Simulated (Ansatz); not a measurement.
Crystal: PtS2.

```
Pt S
1.0
     3.54320    0.00000    0.00000
    -1.77160    3.06850    0.00000
     0.00000    0.00000    5.03880
Pt S
1 2
Direct
  0.00000 0.00000 0.00000
  0.66667 0.33333 0.77300
  0.33333 0.66667 0.22700
```

Base run:

| Property | Result |
| --- | --- |
| Program | Ansatz 0.2.0 |
| Functional | BLYP |
| Potentials or basis | Ansatz PAW |
| Cutoff | 420 eV (not typed: the program's choice for these potentials) |
| k mesh | 9 × 9 × 5 |
| Occupations | fermi-dirac, width 0.05 eV |
| Spin | no spin polarisation |

Its results: band gap on the k mesh 1.03 eV, indirect (least direct gap 1.11 eV); pressure 19.3 GPa; largest force 1.843 eV/Å.

Question: The run is repeated on the same cell with these changes: functional from BLYP to revPBE. What comes out?

Answer: Band gap on the k mesh 1.06 eV, indirect (least direct gap 1.11 eV); pressure 13.6 GPa; largest force 1.304 eV/Å.

Caveats: spin-orbit coupling is left out, which moves the levels of the heavy elements; the PAW data sets come from PBE, with cores solved anew for the run's functional, which leaves a small shift of forces and pressure; forces of over 1 eV/Å show positions far from the minimum, so gaps and moduli don't describe the material at rest; so large a pressure means that the cell lies far from this level's equilibrium, or that cutoff or potentials fall short (some runs).
